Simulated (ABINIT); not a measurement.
The system is CdSe (Cadmoselite).

```
CELL_PARAMETERS angstrom
4.30000 0.00000 0.00000
-2.15000 3.72391 0.00000
0.00000 0.00000 7.02000
ATOMIC_POSITIONS crystal
Cd 0.66667 0.33333 0.50000
Cd 0.33333 0.66667 0.00000
Se 0.66667 0.33333 0.88500
Se 0.33333 0.66667 0.38500
```

Base run:

| Property | Result |
| --- | --- |
| Program | ABINIT 10.8.3 (patched build) |
| Functional | WC |
| Potentials or basis | JTH PAW PBE v2.0 |
| Cutoff | 707 eV |
| k mesh | 7 × 7 × 4 |
| Occupations | fermi-dirac, width 0.05 eV |
| Spin | no spin polarisation |

Its results: band gap on the k mesh 0.54 eV, direct; pressure 0.1 GPa; largest force 0.271 eV/Å.

The run is repeated on the same cell with these changes: functional from WC to BLYP. What comes out?

Band gap on the k mesh 0.62 eV, direct; pressure 5.9 GPa; largest force 0.306 eV/Å.

BLYP binds less tightly than WC, so the same cell stands under more pressure.

Caveats: the PAW data sets were made with another functional, which shifts forces and pressure a little.

